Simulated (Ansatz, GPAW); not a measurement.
# Ballistic transport through BN in line between two Sn chains, cheap and dear

How well does BN in line between two Sn chains conduct at low bias, and how far do basis and functional move the answer?

Main program and level: GPAW 26.7.0 and Ansatz 0.2.0; Ansatz plane waves; Landauer transmission by layers, zero bias, in the first sound run; inputs show where later runs differ.

### 1. Starting point

The cell holds 12 atoms: 10 Sn, 1 B and 1 N. Cell: a = 9.000 Å, b = 9.000 Å, c = 30.111 Å, α = 90.0°, β = 90.0°, γ = 90.0°. Regions: left lead, 5 atoms (5 Sn); channel, 2 atoms (1 B and 1 N); right lead, 5 atoms (5 Sn). Vacuum lies along a and b. The structure is stacked along c, and the current runs across the ab planes.

### 2. Plane waves, LDA

Plane waves give the reference curve, free of the bias of atom-centred orbitals.

The input, input.yaml:

```yaml
crystal:
  lattice:
    - [9.0, 0.0, 0.0]
    - [0.0, 9.0, 0.0]
    - [0.0, 0.0, 30.1106]
  atoms:
    - { symbol: Sn, position: [0.5, 0.5, 0.0456649818] }
    - { symbol: Sn, position: [0.5, 0.5, 0.1369949453] }
    - { symbol: Sn, position: [0.5, 0.5, 0.2283249088] }
    - { symbol: Sn, position: [0.5, 0.5, 0.3196548724] }
    - { symbol: Sn, position: [0.5, 0.5, 0.4109848359] }
    - { symbol: B, position: [0.5, 0.5, 0.4821491435] }
    - { symbol: "N", position: [0.5, 0.5, 0.5246590902] }
    - { symbol: Sn, position: [0.5, 0.5, 0.5890151641] }
    - { symbol: Sn, position: [0.5, 0.5, 0.6803451276] }
    - { symbol: Sn, position: [0.5, 0.5, 0.7716750912] }
    - { symbol: Sn, position: [0.5, 0.5, 0.8630050547] }
    - { symbol: Sn, position: [0.5, 0.5, 0.9543350182] }
kpoints:
  mp_grid: { grid: [1, 1, 3] }
hamiltonian:
  xc: lda
scf:
  occupations: { method: fermi_dirac, width: 0.1 }
output:
  transmission:
    leads: [[0, 1]]
    e_range: [-2, 2]
    de: 0.05
    kmesh: [1, 1]
    reduced_basis: true
  write_potential: true
  write_density: true
  volumetric_format: npy
```

Launch:

```
> ansatz run input.yaml --threads 2 --pin off --max-ram 4096MiB --backend cpu --events-out ev --progress --plain --runs-dir out
```

Numbers of over 12 decimals in the logs are rounded to 6 here.

Log:

```text
Engine: ansatz 0.2.0, x86_64-unknown-linux-gnu
Pseudopotentials: kind: paw
Pseudopotential: Sn, paw, valence charge 14, recommended cutoff 420 eV (normal), Sn.paw.azcp
Pseudopotential: B, paw, valence charge 3, recommended cutoff 420 eV (normal), B.paw.azcp
Pseudopotential: N, paw, valence charge 5, recommended cutoff 420 eV (normal), N.paw.azcp
Functional definition: SPW92
  exchange = slater_x
  correlation = pw_c
Crystal: 12 atoms, lattice volume = 2438.959 Å³
Basis set: ecut = 420 eV, 47705 PW (Γ)
Bands: 89, of which v1, the nominal top of the filled ones, is band 74 counted from 1 (73 counted from 0)
Symmetry: 8 space group operations
Space group: P4mm (ITA 99), of the structure as read, at distance tolerance 1.3e-4 Å
k-points: 2 of 3 (time reversal used)
Non-local potential: Sn, projectors of the file, l = 0: 2, l = 1: 2, l = 2: 2, l = 3: 2
Non-local potential: B, projectors of the file, l = 0: 2, l = 1: 2, l = 2: 1
Non-local potential: N, projectors of the file, l = 0: 2, l = 1: 2, l = 2: 1
PAW form: soft (Blöchl's): semilocal exchange-correlation on the pseudo side does not see the compensation charge
PAW frozen core: Sn, regenerated for the run's functional, and the local potential with it (the file was generated under x = pbe(κ = 0.804, μ = 0.219515), c = pbe(β = 0.066725))
PAW frozen core: B, regenerated for the run's functional, and the local potential with it (the file was generated under x = pbe(κ = 0.804, μ = 0.219515), c = pbe(β = 0.066725))
PAW frozen core: N, regenerated for the run's functional, and the local potential with it (the file was generated under x = pbe(κ = 0.804, μ = 0.219515), c = pbe(β = 0.066725))
PAW one-centre angular grid: Sn, 590 points (default); XC on 64 Gauss nodes
PAW one-centre angular grid: B, 110 points (default); XC on 64 Gauss nodes
PAW one-centre angular grid: N, 110 points (default); XC on 64 Gauss nodes
Initial density: superposition of atomic densities (neutral atoms: chi_scale 0, normalization atom), corrected by the library's trained network
Initial wavefunctions: pseudopotential atomic-orbital guess
Functional: x = slater, c = lda
SCF iter   1: F=—  HF=-59300.512741 eV  |F-HF|=—  |Δ(HF+E_count)|=         —  Δρ=3.75e-3  dr2=2.34e0  ethr=1.77e-3  ⟨swp⟩=8.0  Hψ=713  notcnv=0
preconditioner: auto → LDOS  [metal: Δε(μ)=0.155 eV  Ē_g=5.354 eV  σ=0.100 eV  W_gap=0.37  n_scr=220 (ndim 8)  ℏωp=5.1 eV  f_vac=0.725  D(μ)=14.55/eV (n_scr^D=48)  β→1.0]
SCF iter   2: F=—  HF=-59300.396195 eV  |F-HF|=—  |Δ(HF+E_count)|=   1.17e-1  Δρ=1.76e-3  dr2=1.30e-1  ethr=1.58e-3  ⟨swp⟩=3.0  Hψ=238  notcnv=0
SCF iter   3: F=—  HF=-59300.375084 eV  |F-HF|=—  |Δ(HF+E_count)|=   2.11e-2  Δρ=1.07e-3  dr2=7.19e-2  ethr=8.79e-5  ⟨swp⟩=3.0  Hψ=358  notcnv=0
SCF iter   4: F=—  HF=-59300.361788 eV  |F-HF|=—  |Δ(HF+E_count)|=   1.33e-2  Δρ=2.73e-4  dr2=5.09e-3  ethr=4.86e-5  ⟨swp⟩=2.0  Hψ=328  notcnv=0
SCF iter   5: F=—  HF=-59300.361012 eV  |F-HF|=—  |Δ(HF+E_count)|=   7.75e-4  Δρ=1.25e-4  dr2=1.08e-3  ethr=3.44e-6  ⟨swp⟩=2.0  Hψ=328  notcnv=0
SCF iter   6: F=—  HF=-59300.360850 eV  |F-HF|=—  |Δ(HF+E_count)|=   1.62e-4  Δρ=4.42e-5  dr2=1.16e-4  ethr=7.28e-7  ⟨swp⟩=3.0  Hψ=376  notcnv=0
SCF iter   7: F=—  HF=-59300.360835 eV  |F-HF|=—  |Δ(HF+E_count)|=   1.47e-5  Δρ=1.67e-5  dr2=1.67e-5  ethr=7.81e-8  ⟨swp⟩=2.0  Hψ=320  notcnv=0
SCF iter   8: F=—  HF=-59300.361060 eV  |F-HF|=—  |Δ(HF+E_count)|=   2.24e-4  Δρ=6.05e-6  dr2=2.02e-6  ethr=1.13e-8  ⟨swp⟩=2.0  Hψ=326  notcnv=0
SCF iter   9: F=—  HF=-59300.361060 eV  |F-HF|=—  |Δ(HF+E_count)|=   6.37e-8  Δρ=2.22e-6  dr2=2.57e-7  ethr=1.37e-9  ⟨swp⟩=2.0  Hψ=330  notcnv=0
SCF iter  10: F=-59300.361060 eV  HF=-59300.361060 eV  |F-HF|=2.16e-8  |Δ(HF+E_count)|=   3.41e-8  Δρ=8.88e-7  dr2=4.47e-8  ethr=6.76e-11  ⟨swp⟩=7.5  Hψ=492  notcnv=0
SCF 1 converged in 10 iterations: F = -59300.361060 eV  dr2 = 4.47e-8
  greatest PAW one-centre occupation: 0.993 electrons in one spin orbital (limit 2), on the Sn atom at site 7 (counted from 0), in its partial waves of l = 2
transmission: 38 of 228 steps passed
transmission: 76 of 228 steps passed
[...]
transmission: 228 of 228 steps passed
WARN: The output density's exchange-correlation potential varies sharply where the density is thin. Do not read a vacuum level from v_tot or v_xc, or from such a field of the output density. On a cell that repeats whose density bears no net charge and no dipole along the vacuum's axis use v_es (v_loc + v_h of the components); under efield.dipole_correction with no amplitude use v_es + v_field, which holds any externa [...]
SCF converged after 10 iterations
Free energy (F): -59300.361060 eV
Harris-Foulkes:  -59300.361060 eV  (|F-HF|=2.16e-8)
Internal energy: -59299.870272 eV  (E = F + TS)
E sigma→0 (E₀):  -59300.115666 eV
Entropy (-TS):   -0.490788 eV (-40.899 meV/atom)
Fermi energy:    -2.922184 eV
--- Per-component energies (eV) ---
  E_band       = -2764.672907
  E_kinetic    = 2038.070962
  E_local      = -29822.986755  (includes V_loc(G=0)·N_el)
  E_nonlocal   = -220.529502
  E_hartree    = 14932.854362
  E_xc         = -3861.629048
  E_vxc        = -1072.488177  (∫ρ·V_xc dr)
  E_paw        = -40125.481878  (= ΣΔE_a)
  E_vpaw       = -3552.447158  (= ΣTr[D̂ρ^β])
  E_aug_tail   = 0.000085  (compensation charges beyond the density's cutoff)
  E_ewald      = -2244.543360
  E_core_change = 4.374861  (= ΣΔE_core)
  E_smearing   = -0.490788  (= −TS)
  E_closure    = -0.000000  (closes the sum)
  Σ components = -59300.361060   (vs F -59300.361060, Δ=0.00e0)
--- Band table (eV) ---
  k-point 0: bands = [... 70 lower, -3.2586, -3.2586, -3.1179, -3.1179, -3.0261, -2.5102, -2.5102, -2.2907, ... 11 higher]
  k-point 1: bands = [... 70 lower, -3.3594, -3.3594, -2.9743, -2.9743, -2.8660, -2.6929, -2.6929, -2.0914, ... 11 higher]
--- Transmission ---
  basis      : 717 plane waves across, 38 finite elements along
  points     : 1, standing for a mesh of 1 x 1
  energies   : 81 from -2.000000 to 2.000000 eV about the Fermi level, 0.050000 eV apart; the leads are filled to 0.000000 eV, and channels, transmission and decay are at 0.000000 eV
  crystal 0  : Sn1, at the sites [0, 1], period 2.7500 Å, over 27.50 Å; its Hamiltonian steps by up to 21.3 meV
    offset         : up to 0.0000 Å between an atom of the period and one for which it stands
    channels       : 3.000000e0 a spin
    conductance    : none, the energies end too early or step too widely for 300 K: set another output.transmission.e_range or a lower de, or, where they end at an eighth of basis.ecutwfc, a higher one
  junction   : crystal 0 to crystal 0, 0.70 to 28.06 Å
    transmission   : 1.444573e0 a spin
    error estimate : 3.958317e-5 a spin from the reduction of the transverse basis, at the most 1.297236e-4 at -0.650000 eV
    conductance    : none, the energies end too early or step too widely for 300 K: set another output.transmission.e_range or a lower de, or, where they end at an eighth of basis.ecutwfc, a higher one
```

Elapsed: 3.3 min, on 2 threads of Intel Xeon Platinum 8259CL at 2.50GHz (Skylake/Cascade Lake), shared host; peak memory 2.3 GiB.

The column dr2 measures how far the density is from self-consistency, as an energy; F and HF (Harris–Foulkes) agree once it is small.

Numbers from this step:

```yaml
free_energy: -59300.3611 eV
smearing_term_ts: 0.4908 eV
symmetry_operations: 8
lead_level: 0 eV from the Fermi level
transmission_at_the_fermi_level_one_spin: 1.445
open_channels_of_the_lead_at_the_fermi_level_one_spin: 3
step_of_the_potential_along_the_lead: 21.3 meV
offset_of_the_lead: 0 Å
```

One spin. Transmission, zone mean against energy, zero at the Fermi level:

```
energy (eV)  transmission, zone mean
     -2.000                   0.0595
     -1.800                   0.0608
     -1.600                   0.0617
     -1.400                   0.0624
     -1.200                   0.0630
     -1.000                   0.0635
     -0.800                    0.133
     -0.600                    0.643
     -0.400                    0.992
     -0.200                     1.30
      0.000                     1.44
      0.050                     1.45
      0.200                     1.40
      0.400                     1.27
      0.600                     1.17
      0.800                     1.12
      1.000                     1.11
      1.200                     1.11
      1.400                     1.10
      1.600                     1.08
      1.800                     1.06
      2.000                     1.02
```

One spin. The open channels, zone mean by energy, zero at the Fermi level:

```
energy (eV)  open channels, zone mean
     -2.000                         1
     -1.800                         1
     -1.600                         1
     -1.400                         1
     -1.200                         1
     -1.000                         1
     -0.800                         3
     -0.600                         3
     -0.400                         3
     -0.200                         3
      0.000                         3
      0.200                         3
      0.400                         3
      0.600                         3
      0.800                         3
      1.000                         3
      1.200                         3
      1.400                         3
      1.600                         3
      1.800                         3
      2.000                         3
```

Crystal 0, spin -, k parallel (0, 0); distinct values, listed up to 1.5 1/Å. The Im kz of the slowest decaying states by energy, zero at the Fermi level:

```
energy (eV)  decay 1 (Å⁻¹)  decay 2 (Å⁻¹)  decay 3 (Å⁻¹)  decay 4 (Å⁻¹)
     -2.000          0.516           1.22           1.33           1.38
     -1.800          0.472           1.19           1.31           1.37
     -1.600          0.422           1.17           1.29           1.35
     -1.400          0.365           1.15           1.27           1.33
     -1.200          0.297           1.12           1.24           1.32
     -1.000          0.207           1.10           1.22           1.30
     -0.800           1.07           1.20           1.28           1.29
     -0.600           1.05           1.18           1.26           1.27
     -0.400           1.02           1.15           1.24           1.25
     -0.200          0.995           1.13           1.22           1.22
      0.000          0.967           1.11           1.20           1.20
      0.200          0.939           1.08           1.18           1.18
      0.400          0.910           1.06           1.15           1.16
      0.600          0.880           1.03           1.13           1.14
      0.800          0.848           1.01           1.11           1.12
      1.000          0.816          0.979           1.08           1.10
      1.200          0.782          0.952           1.06           1.08
      1.400          0.747          0.923           1.03           1.06
      1.600          0.710          0.894           1.00           1.03
      1.800          0.671          0.863          0.976           1.01
      2.000          0.629          0.832          0.948          0.984
```

Crystal 0, spin -, k parallel (0, 0). The Re kz of states that move upwards by energy, zero at the Fermi level:

```
energy (eV)  channel 1 (Å⁻¹)  channel 2 = channel 3 (Å⁻¹)
      -2.00            -1.05                            -
      -1.90            -1.04                            -
      -1.80            -1.03                            -
      -1.70            -1.02                            -
      -1.55            -1.01                            -
      -1.45            -1.00                            -
      -1.35           -0.991                            -
      -1.25           -0.982                            -
      -1.15           -0.973                            -
      -1.05           -0.964                            -
      -0.90           -0.951                            -
      -0.80           -0.942                       0.0586
      -0.70           -0.934                        0.163
      -0.60           -0.925                        0.224
      -0.50           -0.917                        0.271
      -0.40           -0.908                        0.312
      -0.25           -0.896                        0.365
      -0.15           -0.887                        0.396
      -0.05           -0.879                        0.426
       0.00           -0.875                        0.440
       0.05           -0.871                        0.453
       0.15           -0.862                        0.479
       0.25           -0.854                        0.504
       0.40           -0.842                        0.540
       0.50           -0.834                        0.563
       0.60           -0.826                        0.585
       0.70           -0.818                        0.606
       0.80           -0.810                        0.627
       0.90           -0.802                        0.647
       1.05           -0.791                        0.677
       1.15           -0.783                        0.696
       1.25           -0.775                        0.715
       1.35           -0.767                        0.734
       1.45           -0.760                        0.752
       1.55           -0.752                        0.770
       1.70           -0.740                        0.797
       1.80           -0.733                        0.815
       1.90           -0.725                        0.833
       2.00           -0.718                        0.850
```

The electrostatic potential energy of an electron (with the applied field's), less the Fermi level, planar mean oscillates, so the rows of the table below give means over windows of 1.39 Å about each position, cut where the curve ends. Its first 14 maxima inside the range that stand out by 2 % of the span (Å: eV): 1.4: 3.83, 2.8: 4.36, 4.2: 3.84, 5.4: 4.35, 6.8: 3.82, 8.2: 4.34, 9.6: 3.87, 11.0: 4.40, 12.4: 3.75, 13.7: 4.22, 15.2: 4.27, 16.4: 4.18, 17.7: 3.55, 19.1: 4.24. Its first 14 minima: 0.8: 3.59, 2.0: 3.60, 3.6: 3.60, 4.6: 3.61, 6.4: 3.58, 7.4: 3.58, 9.1: 3.63, 10.2: 3.63, 11.8: 3.59, 12.8: 3.48, 14.5: 3.50, 15.9: 3.71, 17.3: 3.29, 18.3: 3.39.

Electrostatic potential energy of an electron (with the applied field's), less the Fermi level, planar mean against z; means over each step:

```
z (Å)  electrostatic potential energy of an electron (with the applied field's), less the Fermi level, planar mean (eV)
 0.69                                                                                                              3.89
 2.08                                                                                                              3.91
 3.48                                                                                                              3.90
 4.87                                                                                                              3.93
 6.26                                                                                                              3.86
 7.65                                                                                                              3.92
 9.04                                                                                                              3.89
10.43                                                                                                              3.98
11.82                                                                                                              3.85
13.21                                                                                                              3.83
14.60                                                                                                              3.85
15.99                                                                                                              3.95
17.38                                                                                                              3.50
18.77                                                                                                              3.88
20.16                                                                                                              3.76
21.55                                                                                                              4.05
22.94                                                                                                              3.74
24.33                                                                                                              4.02
25.72                                                                                                              3.74
27.11                                                                                                              4.07
28.50                                                                                                              3.74
29.89                                                                                                              3.92
```

The valence density, planar mean oscillates, so the rows of the table below give means over windows of 2.79 Å about each position, cut where the curve ends. Its maxima inside the range that stand out by 2 % of the span (Å: e/Å³): 1.4: 0.161, 4.2: 0.159, 6.8: 0.160, 9.6: 0.161, 12.4: 0.160, 15.8: 0.0612, 17.7: 0.159, 20.5: 0.162, 23.3: 0.160, 25.9: 0.159, 28.7: 0.161. Its minima: 2.8: 0.0161, 5.6: 0.0160, 8.2: 0.0154, 11.0: 0.0164, 13.7: 0.0201, 16.7: 0.0220, 19.1: 0.0155, 21.9: 0.0157, 24.5: 0.0161, 27.3: 0.0161.

Valence density, planar mean against z; means over each step:

```
z (Å)  valence density, planar mean (e/Å³)
 1.40                               0.0622
 4.19                               0.0622
 6.98                               0.0620
 9.77                               0.0622
12.56                               0.0629
15.35                               0.0365
18.14                               0.0615
20.93                               0.0625
23.72                               0.0623
26.51                               0.0624
29.30                               0.0772
```

T at the Fermi level is 1.44 of 3 open channels a spin.

(Part 1 of 3 ends here.)

[Logs are printed without paths, hosts, clocks, repeated set-up lines and the standing remarks that a program may print on its own settings, such as how far it seeks lower states.]

[Hosts, paths, dates, database ids (printed as entryN), source tags and the programs' standing remarks are cut or masked in the printed files.]
